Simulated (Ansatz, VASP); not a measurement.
This is a calculation of Cs for Ansatz 0.2.0.

input.yaml

```yaml
crystal:
  lattice:
    - [-2.6039344366, 2.6039344366, 9.784272739]
    - [2.6039344366, -2.6039344366, 9.784272739]
    - [2.6039344366, 2.6039344366, -9.784272739]
  atoms:
    - { symbol: Cs, position: [0.5, 0.5, 0.0] }
    - { symbol: Cs, position: [0.25, 0.75, 0.5] }
hamiltonian:
  xc: pbe
  pseudopotentials: { kind: paw }
kpoints:
  mp_grid: { grid: [7, 7, 7] }
scf:
  occupations: { method: fermi_dirac, width: 0.05 }
output:
  forces: true
  stress: true
  eigenvalues: true
```

Potentials or basis: Ansatz PAW.

Run with:

```console
$ ansatz run input.yaml --threads 2 --pin off --max-ram 5120MiB --backend cpu --events-out ev --progress --plain --runs-dir out
```

Translate it to VASP 6.6.1. Potentials there: VASP PAW PBE potentials, release 64 (Cs_sv).

As run (the cutoff follows the program's own potentials):

Contents of INCAR:

```
PREC     = Accurate       # precision mode
ENCUT    = 520            # plane-wave cutoff, eV
EDIFF    = 1E-7           # SCF threshold, eV
ISMEAR   = -1             # smearing method
SIGMA    = 0.05           # smearing width, eV
LREAL    = False          # projectors in reciprocal space
LASPH    = True           # aspherical terms in the spheres
NELM     = 100            # most SCF steps
ALGO     = Normal         # electronic algorithm
ISIF     = 2              # what is computed and relaxed
LWAVE    = False          # write WAVECAR
LCHARG   = False          # write CHGCAR
GGA      = PE             # functional
NBANDS   = 16             # bands
```

The input KPOINTS:

```
Automatic mesh
0
Gamma
  7 7 7
```

Contents of POSCAR:

```
Cs
1.0
   -2.6039344366      2.6039344366      9.7842727390
    2.6039344366     -2.6039344366      9.7842727390
    2.6039344366      2.6039344366     -9.7842727390
Cs
2
Direct
    0.5000000000      0.5000000000      0.0000000000
    0.2500000000      0.7500000000      0.5000000000
```

Potentials or basis: VASP PAW PBE potentials, release 64 (Cs_sv).

Command:

```sh
$ cat potpaw_PBE.64/Cs_sv/POTCAR > POTCAR
$ mpirun -np 1 vasp_std > vasp.out
```

Both were run:

|  | VASP | Ansatz | Ansatz less VASP |
| --- | --- | --- | --- |
| gap on the k mesh at the Fermi level (eV) | none | none | - |
| pressure (GPa) | -0.1 | -0.1 | +0.01 |
| largest component of the traceless stress (GPa) | 0.08 | 0.08 | 0.000 |

A gap of «none» marks a metal or a gap that the smearing closes. With one functional, cell and mesh, what is left measures potentials, basis and numerics.

The runs have no spin-orbit coupling, so splittings on Cs are missing.
